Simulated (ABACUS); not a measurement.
Crystal: TiC.

```
Ti C
1.0
     0.00000    2.16572    2.16572
     2.16572    0.00000    2.16572
     2.16572    2.16572    0.00000
Ti C
1 1
Direct
  0.98208 0.02153 0.99282
  0.48439 0.50743 0.51417
```

The cell is a database's computed one.

The cell isn't the ideal one: atoms moved at random, drawn with an rms of 0.05 Å.

Base run:

| Quantity | Value |
| --- | --- |
| Program | ABACUS 3.10.1 |
| Functional | PBE |
| Potentials or basis | PseudoDojo NC SR 0.4.1 PBE standard |
| Cutoff | 1361 eV |
| Density cutoff | 5442 eV |
| Basis | DZP LCAO (the cutoffs set its grid) |
| k mesh | 11 × 11 × 11 |
| Occupations | fermi-dirac, width 0.05 eV |
| Spin | no spin polarisation |

Its results: band gap on the k mesh none (metal or under the smearing width); pressure 1.7 GPa; largest force 0.568 eV/Å.

Question: The run is repeated on the same cell with these changes: cutoff from 1361 eV to 1143 eV; density cutoff from 5442 eV to 4572 eV; basis from DZP LCAO (the cutoffs set its grid) to plane waves. What comes out?

Answer: Band gap on the k mesh none (metal or under the smearing width); pressure 0.8 GPa; largest force 0.551 eV/Å.

Caveats: the atomic orbitals were generated for these runs and aren't a published set (some runs); the basis of atomic orbitals isn't converged, which shifts pressures, moduli and gaps (some runs).
